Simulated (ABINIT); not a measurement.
# HfO2 (Fm-3m) in ABINIT: settings compared

One crystal, HfO2, is run at these levels: PBE, LDA-PZ, LDA; tasks: single point.

All numbers are computed with ABINIT 10.8.3 (patched build); they aren't measurements. Logs are shortened: lines on timing, memory, paths and dates and some standing lists are left out, and cuts for length are marked. The log counts tension as positive stress, the text compression.

### Step 1. Starting point

It takes space group Fm-3m (No. 225, cubic). The conventional cell has a = 5.115 Å, b = 5.115 Å, c = 5.115 Å, α = 90.00°, β = 90.00°, γ = 90.00°. Around Hf (site symmetry m-3m) lie 8 O at 2.21 Å. Around O (site symmetry -43m) lie 4 Hf at 2.21 Å.

Measurements of this composition are mostly on another form, of space group No. 14.

### Step 2. Single point, PBE

Input file run.abi:

```
# Pseudopotentials
pp_dirpath "./"
pseudos "Hf.upf, O.upf"

# Structure
acell 3.6168511858 3.6168511858 3.6168511858 Angstrom
rprim
     0.0000000000     0.7071067812     0.7071067812
     0.7071067812     0.0000000000     0.7071067812
     0.7071067812     0.7071067812     0.0000000000
ntypat 2
znucl 72 8
natom 3
typat 1 2 2
xred
     0.0000000000     0.0000000000     0.0000000000
     0.7500000000     0.7500000000     0.7500000000
     0.2500000000     0.2500000000     0.2500000000

# Plane-wave basis
ecut 35.0

# k points
kptopt 1
ngkpt 7 7 7
nshiftk 1
shiftk 0.0 0.0 0.0

# Exchange and correlation
ixc 11

# Bands and occupations
nband 16
occopt 3
tsmear 0.00183747

# SCF cycle
nstep 100
tolvrs 1.0e-10

# Output
iomode 3
prtwf 0
prteig 0
prtebands 0
enunit 2
prtden 1
prtvha 1
prtvclmb 1
prtpot 1
prtelf 1
```

Potentials or basis: PseudoDojo NC SR PBE v0.4.1 standard.

Launch:

```sh
abinit run.abi > log 2>&1
```

run.abo:

```text
.Version 10.8.3 of ABINIT
 Symmetries : space group Fm -3 m (#225); Bravais cF (face-center cubic)
================================================================================
 Values of the parameters that define the memory need of the present run
     intxc =       0    ionmov =       0      iscf =       7    lmnmax =       8
     lnmax =       8     mgfft =      40  mpssoang =       4    mqgrid =    3001
     natom =       3  nloc_mem =       1    nspden =       1   nspinor =       1
    nsppol =       1      nsym =      48    n1xccc =    2501    ntypat =       2
    occopt =       3   xclevel =       2
       mpw =        2247          nfft =       64000          nkpt =          20
================================================================================
================================================================================

--------------------------------------------------------------------------------
------------- Echo of variables that govern the present computation ------------
--------------------------------------------------------------------------------
 -outvars: echo values of preprocessed input variables --------
            acell      6.8348581793E+00  6.8348581793E+00  6.8348581793E+00 Bohr
              amu      1.78490000E+02  1.59994000E+01
             ecut      3.50000000E+01 Hartree
           enunit           2
              ixc          11
         kptrlatt        7    0    0      0    7    0      0    0    7
          kptrlen      4.78440073E+01
            natom           3
            nband          16
            ngfft          40      40      40
             nkpt          20
            nstep         100
             nsym          48
           ntypat           2
           occopt           3
        prtebands           0
           prteig           0
           prtelf           1
           prtpot           1
         prtvclmb           1
           prtvha           1
            prtwf           0
            rprim      0.0000000000E+00  7.0710678120E-01  7.0710678120E-01
                       7.0710678120E-01  0.0000000000E+00  7.0710678120E-01
                       7.0710678120E-01  7.0710678120E-01  0.0000000000E+00
          spgroup         225
           tolvrs      1.00000000E-10
           tsmear      1.83747000E-03 Hartree
            typat      1  2  2
           xangst      0.0000000000E+00  0.0000000000E+00  0.0000000000E+00
                       3.8362500001E+00  3.8362500001E+00  3.8362500001E+00
                       1.2787500000E+00  1.2787500000E+00  1.2787500000E+00
            xcart      0.0000000000E+00  0.0000000000E+00  0.0000000000E+00
                       7.2494618507E+00  7.2494618507E+00  7.2494618507E+00
                       2.4164872836E+00  2.4164872836E+00  2.4164872836E+00
             xred      0.0000000000E+00  0.0000000000E+00  0.0000000000E+00
                       7.5000000000E-01  7.5000000000E-01  7.5000000000E-01
                       2.5000000000E-01  2.5000000000E-01  2.5000000000E-01
            znucl       72.00000    8.00000

================================================================================

 chkinp: Checking input parameters for consistency.

================================================================================
== DATASET  1 ==================================================================

--- !DatasetInfo
iteration_state: {dtset: 1, }
dimensions: {natom: 3, nkpt: 20, mband: 16, nsppol: 1, nspinor: 1, nspden: 1, mpw: 2247, }
cutoff_energies: {ecut:  35.0, pawecutdg:  -1.0, }
electrons: {nelect:   2.40000000E+01, charge:   0.00000000E+00, occopt:   3.00000000E+00, tsmear:   1.83747000E-03, }
meta: {optdriver: 0, ionmov: 0, optcell: 0, iscf: 7, paral_kgb: 0, }
...

 Exchange-correlation functional for the present dataset will be:
  GGA: Perdew-Burke-Ernzerhof functional - ixc=11
  J.P.Perdew, K.Burke, M.Ernzerhof, PRL 77, 3865 (1996)

 Real(R)+Recip(G) space primitive vectors, cartesian coordinates (Bohr,Bohr^-1):
 R(1)=  0.0000000  4.8329746  4.8329746  G(1)= -0.1034560  0.1034560  0.1034560
 R(2)=  4.8329746  0.0000000  4.8329746  G(2)=  0.1034560 -0.1034560  0.1034560
 R(3)=  4.8329746  4.8329746  0.0000000  G(3)=  0.1034560  0.1034560 -0.1034560
 Unit cell volume ucvol=  2.2577379E+02 bohr^3
 Angles (23,13,12)=  6.00000000E+01  6.00000000E+01  6.00000000E+01 degrees

 getcut: wavevector=  0.0000  0.0000  0.0000  ngfft=  40  40  40
         ecut(hartree)=     35.000   => boxcut(ratio)=   2.19751

--- Pseudopotential description ------------------------------------------------
- pspini: atom type   1  psp file is ./Hf.upf
12 -101130 3 -1 1656                          pspcod,pspxc,lmax,lloc,mmax
     nproj     2     2     2     2

- pspini: atom type   2  psp file is ./O.upf
12 -101130 2 -1 936                           pspcod,pspxc,lmax,lloc,mmax
     nproj     2     2     1     0

   8.24044876E+02                                ecore*ucvol(ha*bohr**3)
--------------------------------------------------------------------------------

================================================================================

--- !BeginCycle
iteration_state: {dtset: 1, }
solver: {iscf: 7, nstep: 100, nline: 4, wfoptalg: 0, }
tolerances: {tolvrs: 1.00E-10, }
...

     iter   Etot(hartree)      deltaE(h)  residm     vres2
 ETOT  1  -89.385303912372    -8.939E+01 9.324E-02 1.323E+03
 ETOT  2  -89.113974132828     2.713E-01 3.520E-02 2.309E+03
 ETOT  3  -89.696125497661    -5.822E-01 9.528E-03 3.751E+01
 ETOT  4  -89.703417251299    -7.292E-03 5.803E-03 2.597E+00
 ETOT  5  -89.703814706943    -3.975E-04 6.723E-04 1.602E-01
 ETOT  6  -89.703855538443    -4.083E-05 1.150E-03 4.889E-03
 ETOT  7  -89.703856604430    -1.066E-06 2.787E-04 1.250E-05
 ETOT  8  -89.703856606173    -1.743E-09 4.864E-04 2.247E-06
 ETOT  9  -89.703856606498    -3.244E-10 1.074E-04 5.992E-08
 ETOT 10  -89.703856606503    -5.457E-12 1.864E-04 2.930E-09
 ETOT 11  -89.703856606504    -8.100E-13 4.555E-05 4.963E-11

 At SCF step   11       vres2   =  4.96E-11 < tolvrs=  1.00E-10 =>converged.

 Compute ELF
--------------------------------------------------------------------------------

 Compute kinetic energy density

 Compute gradient of the electron density
 Electron Localization Function (ELF) [min:0;max:1]
)     Maximum=    8.7009E-01  at reduced coord.    0.9250    0.9250    0.9500
)     Minimum=    8.4922E-04  at reduced coord.    0.2500    0.2500    0.2500
   Integrated=    7.6588E+01

--------------------------------------------------------------------------------
 End of ELF section

 Cartesian components of stress tensor (hartree/bohr^3)
  sigma(1 1)=  2.14977249E-04  sigma(3 2)=  0.00000000E+00
  sigma(2 2)=  2.14977249E-04  sigma(3 1)=  0.00000000E+00
  sigma(3 3)=  2.14977249E-04  sigma(2 1)=  0.00000000E+00

--- !ResultsGS
iteration_state: {dtset: 1, }
comment   : Summary of ground state results
lattice_vectors:
- [  0.0000000,   4.8329746,   4.8329746, ]
- [  4.8329746,   0.0000000,   4.8329746, ]
- [  4.8329746,   4.8329746,   0.0000000, ]
lattice_lengths: [   6.83486,    6.83486,    6.83486, ]
lattice_angles: [ 60.000,  60.000,  60.000, ] # degrees, (23, 13, 12)
lattice_volume:   2.2577379E+02
convergence: {deltae: -8.100E-13, res2:  4.963E-11, residm:  4.555E-05, diffor: null, }
etotal    :  -8.97038566E+01
entropy   :   0.00000000E+00
fermie    :   3.71774026E-01
cartesian_stress_tensor: # hartree/bohr^3
- [  2.14977249E-04,   0.00000000E+00,   0.00000000E+00, ]
- [  0.00000000E+00,   2.14977249E-04,   0.00000000E+00, ]
- [  0.00000000E+00,   0.00000000E+00,   2.14977249E-04, ]
pressure_GPa:  -6.3248E+00
xred      :
- [  0.0000E+00,   0.0000E+00,   0.0000E+00, Hf]
- [  7.5000E-01,   7.5000E-01,   7.5000E-01,  O]
- [  2.5000E-01,   2.5000E-01,   2.5000E-01,  O]
cartesian_forces: # hartree/bohr
- [ -0.00000000E+00,  -0.00000000E+00,  -0.00000000E+00, ]
- [  6.68568440E-28,  -2.22856147E-28,  -6.68568440E-28, ]
- [ -6.68568440E-28,   2.22856147E-28,   6.68568440E-28, ]
force_length_stats: {min:   0.00000000E+00, max:   9.71407423E-28, mean:   6.47604948E-28, }
...

 Integrated electronic density in atomic spheres:
 ------------------------------------------------
 Atom  Sphere_radius  Integrated_density
    1        2.00000          8.27405937
    2        2.00000          6.34109784
    3        2.00000          6.34109784
================================================================================

 ----iterations are completed or convergence reached----

 Mean square residual over all n,k,spin=   68.975E-08; max=  45.547E-06
 reduced coordinates (array xred) for    3 atoms
       0.000000000000      0.000000000000      0.000000000000
       0.750000000000      0.750000000000      0.750000000000
       0.250000000000      0.250000000000      0.250000000000
 rms dE/dt=  2.2706E-27; max dE/dt=  4.3082E-27; dE/dt below (all hartree)
    1       0.000000000000      0.000000000000      0.000000000000
    2       0.000000000000      0.000000000000     -0.000000000000
    3      -0.000000000000      0.000000000000      0.000000000000

 cartesian coordinates (angstrom) at end:
    1      0.00000000000000     0.00000000000000     0.00000000000000
    2      3.83625000010566     3.83625000010566     3.83625000010566
    3      1.27875000003522     1.27875000003522     1.27875000003522

 cartesian forces (hartree/bohr) at end:
    1     -0.00000000000000    -0.00000000000000    -0.00000000000000
    2      0.00000000000000    -0.00000000000000    -0.00000000000000
    3     -0.00000000000000     0.00000000000000     0.00000000000000
 frms,max,avg= 4.5792585E-28 6.6856844E-28   0.000E+00  0.000E+00  0.000E+00 h/b

 cartesian forces (eV/Angstrom) at end:
    1     -0.00000000000000    -0.00000000000000    -0.00000000000000
    2      0.00000000000000    -0.00000000000000    -0.00000000000000
    3     -0.00000000000000     0.00000000000000     0.00000000000000
 frms,max,avg= 2.3547494E-26 3.4379171E-26   0.000E+00  0.000E+00  0.000E+00 e/A
 length scales=  6.834858179327  6.834858179327  6.834858179327 bohr
              =  3.616851185800  3.616851185800  3.616851185800 angstroms
 Fermi (or HOMO) energy (hartree) =   0.37177   Average Vxc (hartree)=  -0.44130
 Eigenvalues (hartree) for nkpt=  20  k points:
 kpt#   1, nband= 16, wtk=  0.00292, kpt=  0.0000  0.0000  0.0000 (reduced coord)
  -1.96500   -0.80588   -0.80588   -0.80588   -0.39342   -0.28588    0.09643    0.09643
   0.09643    0.26469    0.26469    0.26469    0.42897    0.42897    0.49437    0.65835
      occupation numbers for kpt#   1
   2.00000    2.00000    2.00000    2.00000    2.00000    2.00000    2.00000    2.00000
   2.00000    2.00000    2.00000    2.00000    0.00000    0.00000    0.00000    0.00000
 prteigrs : prtvol=0 or 1, do not print more k-points.

 Fermi (or HOMO) energy (eV) =  10.11649   Average Vxc (eV)= -12.00841
 Eigenvalues (   eV  ) for nkpt=  20  k points:
 kpt#   1, nband= 16, wtk=  0.00292, kpt=  0.0000  0.0000  0.0000 (reduced coord)
 -53.47029  -21.92924  -21.92924  -21.92924  -10.70562   -7.77917    2.62406    2.62406
   2.62406    7.20247    7.20247    7.20247   11.67282   11.67282   13.45250   17.91455
 prteigrs : prtvol=0 or 1, do not print more k-points.

--- !EnergyTerms
iteration_state     : {dtset: 1, }
comment             : Components of total free energy in Hartree
kinetic             :  3.66002404019705E+01
hartree             :  1.40556755358695E+01
xc                  : -2.26940474136638E+01
Ewald energy        : -6.72333630680685E+01
psp_core            :  3.64986951635493E+00
local_psp           : -5.16430674637767E+01
non_local_psp       : -2.43916411518993E+00
internal            : -8.97038566065039E+01
'-kT*entropy'       :  1.87991019907061E-15
total_energy        : -8.97038566065039E+01
total_energy_eV     : -2.44096628987367E+03
band_energy         : -7.94602059072758E+00
...

 Cartesian components of stress tensor (hartree/bohr^3)
  sigma(1 1)=  2.14977249E-04  sigma(3 2)=  0.00000000E+00
  sigma(2 2)=  2.14977249E-04  sigma(3 1)=  0.00000000E+00
  sigma(3 3)=  2.14977249E-04  sigma(2 1)=  0.00000000E+00

-Cartesian components of stress tensor (GPa)         [Pressure= -6.3248E+00 GPa]
- sigma(1 1)=  6.32484903E+00  sigma(3 2)=  0.00000000E+00
- sigma(2 2)=  6.32484903E+00  sigma(3 1)=  0.00000000E+00
- sigma(3 3)=  6.32484903E+00  sigma(2 1)=  0.00000000E+00

== END DATASET(S) ==============================================================
================================================================================

 -outvars: echo values of variables after computation  --------
            acell      6.8348581793E+00  6.8348581793E+00  6.8348581793E+00 Bohr
           etotal     -8.9703856607E+01
            fcart     -0.0000000000E+00 -0.0000000000E+00 -0.0000000000E+00
                       6.6856844018E-28 -2.2285614673E-28 -6.6856844018E-28
                      -6.6856844018E-28  2.2285614673E-28  6.6856844018E-28
            rprim      0.0000000000E+00  7.0710678120E-01  7.0710678120E-01
                       7.0710678120E-01  0.0000000000E+00  7.0710678120E-01
                       7.0710678120E-01  7.0710678120E-01  0.0000000000E+00
           strten      2.1497724900E-04  2.1497724900E-04  2.1497724900E-04
                       0.0000000000E+00  0.0000000000E+00  0.0000000000E+00
           xangst      0.0000000000E+00  0.0000000000E+00  0.0000000000E+00
                       3.8362500001E+00  3.8362500001E+00  3.8362500001E+00
                       1.2787500000E+00  1.2787500000E+00  1.2787500000E+00
             xred      0.0000000000E+00  0.0000000000E+00  0.0000000000E+00
                       7.5000000000E-01  7.5000000000E-01  7.5000000000E-01
                       2.5000000000E-01  2.5000000000E-01  2.5000000000E-01
 Calculation completed.
```

It took 49 s on 1 thread of Arm Neoverse N1, shared host; peak memory 0.08 GiB.

Results:

```yaml
Free_energy: -2440.9663 eV
Band_gap_on_the_k_mesh: 3.95 eV, indirect (least direct gap 4.11 eV)
Valence_electrons_inside_the_program's_atomic_spheres: Hf 8.27; O 6.34
```

Caveat: the cutoff is too short for stress, so the log's stress isn't used; spin-orbit coupling is left out, which moves the levels of the heavy elements; an odd mesh through Γ misses points on the zone boundary, where band edges often lie. A hybrid or GW would open this gap; PBE tends to underestimate it.

(Part 1 of 2 ends here.)
